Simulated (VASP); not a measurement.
**Input and output of a VASP r²SCAN single-point calculation on BaZrO₃ (strained cubic perovskite)**

INCAR

```
NELM = 120
SIGMA = 0.01
IBRION = -1
LWAVE = .FALSE.
NSW = 0
PREC = Accurate
ENCUT = 520
ISIF = 2
LASPH = .TRUE.
ALGO = Normal
LREAL = .FALSE.
METAGGA = R2SCAN
EDIFF = 1E-7
NBANDS = 28
ISMEAR = 0
LCHARG = .FALSE.
```

KPOINTS

```
KPOINTS created by Atomic Simulation Environment
0
Gamma
6 6 6
0 0 0
```

KPOINTS_OPT

```
special points
5
Reciprocal
0.0000000000 0.0000000000 0.0000000000 1
0.0000000000 0.5000000000 0.0000000000 1
0.5000000000 0.5000000000 0.0000000000 1
0.5000000000 0.5000000000 0.5000000000 1
0.4947920000 -0.5000000000 -0.5000000000 1
```

POSCAR

```
Ba Zr O
 1.0000000000000000
     4.2053549142000000    0.0000000000000000    0.0000000000000000
     0.0000000000000000    4.2053549142000000    0.0000000000000000
     0.0000000000000000    0.0000000000000000    4.1633013650999997
 Ba  Zr  O
   1   1   3
Cartesian
  0.0000000000000000  0.0000000000000000  0.0000000000000000
  2.1026774571000004  2.1026774571000004  2.0816506825499999
  2.1026774571000004  2.1026774571000004  0.0000000000000000
  2.1026774571000004  0.0000000000000000  2.0816506825499999
  0.0000000000000000  2.1026774571000004  2.0816506825499999
```

VASP ran with the recommended PBE PAW datasets (40 valence electrons in the cell).

Command

```
mpirun -np 1 vasp_std
```

OSZICAR

```
N       E                     dE             d eps       ncg     rms          rms(c)
DAV:   1     0.258631979021E+03    0.25863E+03   -0.22317E+04  2240   0.144E+03
DAV:   2    -0.847818208533E+02   -0.34341E+03   -0.33313E+03  2772   0.361E+02
DAV:   3    -0.106510526370E+03   -0.21729E+02   -0.21635E+02  3692   0.825E+01
DAV:   4    -0.107184075269E+03   -0.67355E+00   -0.67188E+00  3148   0.112E+01
DAV:   5    -0.107196992708E+03   -0.12917E-01   -0.12916E-01  3280   0.128E+00    0.298E+01
DAV:   6    -0.846952529244E+02    0.22502E+02   -0.23261E+01  2904   0.351E+01    0.105E+01
DAV:   7    -0.850464942840E+02   -0.35124E+00   -0.18192E+00  2876   0.815E+00    0.548E+00
DAV:   8    -0.851537070984E+02   -0.10721E+00   -0.85627E-01  2404   0.584E+00    0.182E+00
DAV:   9    -0.850899723979E+02    0.63735E-01   -0.28263E-01  2544   0.283E+00    0.352E-01
DAV:  10    -0.850918823714E+02   -0.19100E-02   -0.11469E-02  2936   0.659E-01    0.189E-01
DAV:  11    -0.850927044217E+02   -0.82205E-03   -0.60575E-03  2660   0.444E-01    0.155E-01
DAV:  12    -0.850923893615E+02    0.31506E-03   -0.98714E-04  2508   0.178E-01    0.438E-02
DAV:  13    -0.850923736366E+02    0.15725E-04   -0.11100E-04  2856   0.604E-02    0.587E-03
DAV:  14    -0.850923742489E+02   -0.61225E-06   -0.64421E-06  3220   0.148E-02    0.447E-03
DAV:  15    -0.850923739278E+02    0.32110E-06   -0.17996E-07  2296   0.264E-03    0.312E-03
DAV:  16    -0.850923733418E+02    0.58598E-06   -0.32888E-07  2180   0.324E-03    0.266E-04
DAV:  17    -0.850923733879E+02   -0.46103E-07   -0.14468E-08  1496   0.808E-04
   1 F= -.85092373E+02 E0= -.85092373E+02  d E =-.340506E-19
       N       E                     dE             ncg
DAV:   1     0.272229872995E+04   -0.50853E+04      280
DAV:   2     0.101186137426E+04   -0.17104E+04      352
DAV:   3     0.900418691538E+03   -0.11144E+03      472
DAV:   4     0.897445237806E+03   -0.29735E+01      388
DAV:   5     0.897381537643E+03   -0.63700E-01      388
DAV:   6     0.897380944300E+03   -0.59334E-03      400
DAV:   7     0.897380934693E+03   -0.96071E-05      392
DAV:   8     0.897380934578E+03   -0.11493E-06      348
DAV:   9     0.897380934575E+03   -0.30002E-08      220
```

From OUTCAR

```
k-points           NKPTS =     40   k-points in BZ     NKDIM =     40   number of bands    NBANDS=     28

   NELECT =      40.0000    total number of electrons

   dimension x,y,z NGX =    32 NGY =   32 NGZ =   32
   dimension x,y,z NGXF=    64 NGYF=   64 NGZF=   64

  energy-cutoff  :      520.00
  volume of cell :       73.63
      direct lattice vectors                 reciprocal lattice vectors
     4.205354914  0.000000000  0.000000000     0.237792058  0.000000000  0.000000000
     0.000000000  4.205354914  0.000000000     0.000000000  0.237792058  0.000000000
     0.000000000  0.000000000  4.163301365     0.000000000  0.000000000  0.240193998

 k-points in reciprocal lattice and weights: KPOINTS created by Atomic Simulation Env
   0.00000000  0.00000000  0.00000000       0.005
   0.16666667  0.00000000  0.00000000       0.019
   0.33333333  0.00000000  0.00000000       0.019
   0.50000000  0.00000000  0.00000000       0.009
   0.16666667  0.16666667  0.00000000       0.019
   0.33333333  0.16666667  0.00000000       0.037
   0.50000000  0.16666667  0.00000000       0.019
   0.33333333  0.33333333  0.00000000       0.019
   ...

 E-fermi :   3.5494

 k-point     1 :       0.0000    0.0000    0.0000
  band No.  band energies     occupation
      1     -45.0236      2.00000
      2     -22.5126      2.00000
      3     -22.4780      2.00000
      4     -22.4621      2.00000
      5     -22.4621      2.00000
      6     -13.8652      2.00000
      7     -13.6311      2.00000
      8     -13.5831      2.00000
      9      -7.2349      2.00000
     10      -7.2349      2.00000
     11      -7.2121      2.00000
     12       1.9869      2.00000
     13       1.9869      2.00000
     14       2.0430      2.00000
     15       2.4609      2.00000
     16       2.4609      2.00000
     17       2.4961      2.00000
     18       3.2344      2.00000
     19       3.2344      2.00000
     20       3.2544      2.00000
     21       7.1578      0.00000
     22       7.2039      0.00000
     23       7.2039      0.00000
     24       8.6119      0.00000
     25       8.6967      0.00000
     26      10.2289      0.00000
     27      11.3958      0.00000
     28      11.5342      0.00000

 k-point     2 :       0.1667    0.0000    0.0000
  band No.  band energies     occupation
      1     -45.0227      2.00000
      2     -22.6385      2.00000
      3     -22.4763      2.00000
      4     -22.4604      2.00000
      5     -22.3915      2.00000
      6     -13.8829      2.00000
      7     -13.6139      2.00000
      8     -13.3891      2.00000
      9      -7.2178      2.00000
     10      -7.1945      2.00000
     11      -7.1863      2.00000
     12       1.5419      2.00000
     13       1.8938      2.00000
     14       1.9553      2.00000
     15       2.2428      2.00000
     16       2.2690      2.00000
     17       2.2727      2.00000
     18       2.6014      2.00000
     19       3.1471      2.00000
     20       3.1685      2.00000
     21       7.2984      0.00000
     22       7.7513      0.00000
     23       7.7919      0.00000
     24       9.0446      0.00000
     25       9.1470      0.00000
     26      10.8064      0.00000
     27      11.5021      0.00000
     28      12.3051      0.00000

 k-point     3 :       0.3333    0.0000    0.0000
  band No.  band energies     occupation
      1     -45.0209      2.00000
      2     -22.7975      2.00000
      3     -22.4730      2.00000
      4     -22.4570      2.00000
      5     -22.3366      2.00000
      6     -13.9836      2.00000
      7     -13.6053      2.00000
      8     -12.8803      2.00000
      9      -7.1831      2.00000
     10      -7.1589      2.00000
     11      -7.0895      2.00000
     12       0.3882      2.00000
     13       1.6610      2.00000
     14       1.7329      2.00000
     15       1.9134      2.00000
     16       1.9135      2.00000
     17       1.9241      2.00000
     18       1.9549      2.00000
     19       3.0352      2.00000
     20       3.0556      2.00000
     21       7.5121      0.00000
     22       8.9659      0.00000
     23       8.9920      0.00000
     24       9.9345      0.00000
     25      10.1667      0.00000
     26      11.4802      0.00000
     27      11.7382      0.00000
     28      12.1605      0.00000

 k-point     4 :       0.5000    0.0000    0.0000
  band No.  band energies     occupation
      1     -45.0200      2.00000
      2     -22.8672      2.00000
      3     -22.4713      2.00000
      4     -22.4553      2.00000
      5     -22.3160      2.00000
      6     -14.0393      2.00000
      7     -13.6007      2.00000
      8     -12.6029      2.00000
      9      -7.1656      2.00000
     10      -7.1408      2.00000
     11      -7.0413      2.00000
     12      -0.2150      2.00000
     13       1.5277      2.00000
     14       1.6000      2.00000
     15       1.6983      2.00000
     16       1.7887      2.00000
     17       1.7967      2.00000
     18       1.8004      2.00000
     19       2.9964      2.00000
     20       3.0160      2.00000
     21       7.6357      0.00000
     22       9.6669      0.00000
     23       9.6779      0.00000
     24      10.4099      0.00000
     25      10.7731      0.00000
     26      11.4536      0.00000
     27      11.4757      0.00000
     28      12.6210      0.00000

 k-point     5 :       0.1667    0.1667    0.0000
  band No.  band energies     occupation
      1     -45.0218      2.00000
      2     -22.6590      2.00000
      3     -22.5327      2.00000
      4     -22.4747      2.00000
      5     -22.3550      2.00000
      6     -13.8557      2.00000
      7     -13.4479      2.00000
      8     -13.3761      2.00000
      9      -7.2562      2.00000
     10      -7.1743      2.00000
     11      -7.1241      2.00000
     12       1.3313      2.00000
     13       1.5842      2.00000
     14       1.7347      2.00000
     15       1.8658      2.00000
     16       2.0629      2.00000
     17       2.4097      2.00000
     18       2.4684      2.00000
     19       2.8713      2.00000
     20       3.0651      2.00000
     21       7.8418      0.00000
     22       7.8984      0.00000
     23       8.0815      0.00000
     24       9.5107      0.00000
     25       9.6011      0.00000
     26      11.1785      0.00000
     27      11.9709      0.00000
     28      12.2640      0.00000

 k-point     6 :       0.3333    0.1667    0.0000
  band No.  band energies     occupation
      1     -45.0200      2.00000
      2     -22.7741      2.00000
      3     -22.5409      2.00000
      4     -22.4714      2.00000
      5     -22.3376      2.00000
      6     -13.8965      2.00000
      7     -13.4358      2.00000
      8     -12.9084      2.00000
      9      -7.2399      2.00000
     10      -7.1332      2.00000
     11      -7.0942      2.00000
     12       0.3619      2.00000
     13       1.0013      2.00000
     14       1.4266      2.00000
     15       1.6324      2.00000
     16       1.7421      2.00000
     17       2.0529      2.00000
     18       2.4510      2.00000
     19       2.7898      2.00000
     20       2.9352      2.00000
     21       8.0465      0.00000
     22       9.0201      0.00000
     23       9.0280      0.00000
     24      10.3692      0.00000
     25      10.6429      0.00000
     26      11.7313      0.00000
     27      12.0025      0.00000
     28      12.2167      0.00000

 k-point     7 :       0.5000    0.1667    0.0000
  band No.  band energies     occupation
      1     -45.0191      2.00000
      2     -22.8390      2.00000
      3     -22.5281      2.00000
      4     -22.4698      2.00000
      5     -22.3357      2.00000
      6     -13.9296      2.00000
      7     -13.4410      2.00000
      8     -12.6338      2.00000
      9      -7.2029      2.00000
     10      -7.1123      2.00000
     11      -7.1087      2.00000
     12      -0.2328      2.00000
     13       0.7689      2.00000
     14       1.3819      2.00000
     15       1.4903      2.00000
     16       1.6233      2.00000
     17       1.9421      2.00000
     18       2.4594      2.00000
     19       2.6913      2.00000
     20       2.8924      2.00000
     21       8.1473      0.00000
     22       9.6621      0.00000
     23       9.6955      0.00000
     24      10.7918      0.00000
     25      11.2579      0.00000
     26      11.7155      0.00000
     27      11.8998      0.00000
     28      12.2835      0.00000

 ...

  Total        0.8730030      0.8730030      2.0430773      0.0000000      0.0000000      0.0000000
  in kB       18.9969192     18.9969192     44.4582364      0.0000000      0.0000000      0.0000000
  external PRESSURE =      27.4840250 kB  Pullay stress =       0.0000000 kB

 POSITION                                       TOTAL-FORCE (eV/Angst)
 -----------------------------------------------------------------------------------
      0.00000      0.00000      0.00000         0.000000      0.000000      0.000000
      2.10268      2.10268      2.08165         0.000000      0.000000      0.000000
      2.10268      2.10268      0.00000         0.000000      0.000000      0.000000
      2.10268      0.00000      2.08165         0.000000      0.000000      0.000000
      0.00000      2.10268      2.08165         0.000000      0.000000      0.000000
 -----------------------------------------------------------------------------------
    total drift:                                0.000000     -0.000000     -0.000000

  FREE ENERGIE OF THE ION-ELECTRON SYSTEM (eV)
  ---------------------------------------------------
  free  energy   TOTEN  =       -85.0923733879 eV

  energy  without entropy=      -85.0923733879  energy(sigma->0) =      -85.09237339
```

```json
{"gap between bands v and c": "3.67 eV", "least direct gap": "3.90 eV", "pressure": "2.7 GPa"}
```

Band v is the last that the valence electrons fill when counted band by band, and c is the next.

The run took about 2.7 min on one core of a shared host (Intel Xeon Platinum 8488C) and held 0.27 GiB at most.
